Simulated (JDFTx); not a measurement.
Wanted: the native input for a JDFTx 1.7.0 (patched build) run.

* Task: single point
* Functional: PBEsol
* Potentials or basis: PseudoDojo-SR-PBEsol-0.4.1-standard with smoothed tails
* Cutoff: 1333 eV
* Density cutoff: 5333 eV
* k mesh: 13 × 13 × 13
* Occupations: fermi-dirac, width 0.05 eV
* Spin: collinear spin, ferromagnetic start
* Starting moments: [1.0] μB
* Local potential set to -Z/r beyond: 6 bohr
* Density cutoff over wavefunction cutoff: 4
* Max SCF steps: 100
* SCF threshold on the energy: 1e-09 Ha
* Solver of the electrons: scf
* Further solve for the empty bands: yes

Crystal: Ni.

```
Ni
1.0
     0.01655    1.75725    1.76824
     1.71912    0.01633    1.76846
     1.71447    1.75283    0.02098
Ni
1
Direct
  0.00651 0.01144 0.96710
```

The cell isn't the ideal one: cell strained at random at fixed volume.

These files were run (other wordings do the same):

Ni.in

```
lattice \
    0.0312749674     3.2486621959     3.2398863078 \
    3.3207231222     0.0308630071     3.3123591944 \
    3.3414874329     3.3418993932     0.0396388952
coords-type Lattice
ion Ni     0.0065090000     0.0114400000    -0.0328950000 1

ion-species pseudo/Ni.upf
elec-cutoff 49
elec-ex-corr gga-PBEsol
kpoint-folding 13 13 13
elec-smearing Fermi 0.0018374661
elec-n-bands 15
spintype z-spin
initial-magnetic-moments Ni 1
elec-initial-magnetization 1 no
electronic-SCF nIterations 100 energyDiffThreshold 1e-09
electronic-minimize nIterations 30 energyDiffThreshold 1e-7
converge-empty-states yes
forces-output-coords Cartesian

dump-name run.$VAR
dump End Ecomponents EigStats BandEigs Kpoints Forces Stress ElecDensity Dtot
```

Potentials or basis: PseudoDojo-SR-PBEsol-0.4.1-standard with smoothed tails.

Launch:

```sh
$ jdftx -c 1 -i Ni.in -o Ni.out
```

It gave:

The pressure is -2.3 GPa and the band gap on the k mesh is none (metal or under the smearing width). The net moment is 0.63 μB per cell and the absolute moment is 0.71 μB per cell. The site moments are Ni +0.66 μB.

It took 8 min on 1 thread of AMD EPYC 9R45 96-Core Processor (Zen 5), with other jobs on the host, peak memory 1.4 GiB.
